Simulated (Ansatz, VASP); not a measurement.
One calculation of Pt, two programs

```xyz
1
Lattice="-1.5947 1.5947 1.5947 1.5947 -1.5947 1.5947 1.5947 1.5947 -1.5947" Properties=species:S:1:pos:R:3 pbc="T T T"
Pt    0.0000    0.0000    0.0000
```

Change from the starting cell: volume scaled by 1.02.

Alike in both runs: task single point; functional PBE; k mesh 12 × 12 × 12; occupations fermi-dirac, width 0.05 eV; no spin polarisation.

```csv
,VASP,Ansatz
version,VASP 6.6.1,Ansatz 0.2.0
potentials or method,"VASP PAW PBE potentials, release 64 (Pt), cutoff 520 eV","all-electron LAPW, scalar-relativistic"
```

|  | VASP | Ansatz | Ansatz less VASP |
| --- | --- | --- | --- |
| gap on the k mesh at the Fermi level (eV) | none | none | - |
| pressure (GPa) | -6.1 | -5.7 | +0.38 |

A gap of «none» marks a metal or a gap that the smearing closes. Ansatz ran all-electron here, so the differences hold the error of VASP's frozen core and of both bases.

The runs have no spin-orbit coupling, so splittings on Pt are missing.
